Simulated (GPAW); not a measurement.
Set up this calculation in GPAW 26.7.0, as an ASE script.

| Property | Result |
| --- | --- |
| Task | band structure |
| Functional | revPBE |
| Potentials or basis | the program's PAW data sets (release 1.2.1) made for this functional |
| Cutoff | 600 eV |
| Basis | pw |
| k mesh | 7 × 7 × 5 |
| Occupations | fermi-dirac, width 0.05 eV |
| Spin | no spin polarisation |
| Maxiter | 150 |
| Band path | GMKGALHA,LM,KH |
| Band points | 60 |

The structure of Te lies in POSCAR:

```
Te
1.0
    4.4540000000      0.0000000000      0.0000000000
   -2.2270000000      3.8572771485      0.0000000000
    0.0000000000      0.0000000000      5.9240000000
Te
3
Direct
    0.7310000000      0.7310000000      0.0000000000
    0.0000000000      0.2690000000      0.6666666667
    0.2690000000      0.0000000000      0.3333333333
```

One way to write it, as run:

run.py

```python
from ase.dft.bandgap import bandgap
from ase.io import read, write
from ase.units import GPa
from gpaw import GPAW, PW

atoms = read('POSCAR')

calc = GPAW(mode=PW(600),
            xc='revPBE',
            kpts={'size': (7, 7, 5), 'gamma': True},
            occupations={'name': 'fermi-dirac', 'width': 0.05},
            nbands=19,
            convergence={'density': 1e-05, 'energy': 1e-05},
            maxiter=150,
            txt='gpaw.txt')
atoms.calc = calc
energy = atoms.get_potential_energy()
forces = atoms.get_forces()
stress = atoms.get_stress()
calc.write('gs.gpw')
write('result.traj', atoms)
print(f'Energy: {energy:.6f} eV')
print('Forces (eV/A):')
print(forces.round(4))
print('Stress (GPa):', (stress / GPa).round(3))
print('Fermi level:', round(calc.get_fermi_level(), 4), 'eV')
print(f'Gap: {bandgap(calc)[0]:.4f} eV, direct: {bandgap(calc, direct=True)[0]:.4f} eV')

path = atoms.cell.bandpath('GMKGALHA,LM,KH', npoints=60, eps=1e-4)
bs_calc = calc.fixed_density(kpts=path, symmetry='off', nbands=36,
                             convergence={'bands': 'CBM+6.0', 'eigenstates': 1e-6}, txt='bands.txt')
bs = bs_calc.band_structure()
bs.write('bs.json')
print(f'Gap on the path: {bandgap(bs_calc)[0]:.4f} eV')
```

Potentials or basis: the program's PAW data sets (release 1.2.1) made for this functional, pw.

Run with:

```sh
$ OMP_NUM_THREADS=1 python run.py
```

Results of the run:

```
Pressure                : 2.0 GPa
Largest force           : 0.112 eV/Å
Band gap along the path : 0.19 eV, direct
```

Caveat: spin-orbit coupling is left out, which moves the levels of the heavy elements.

It took 2.6 min on 1 thread of Arm Neoverse V1, on a shared host, peak memory 0.45 GiB.
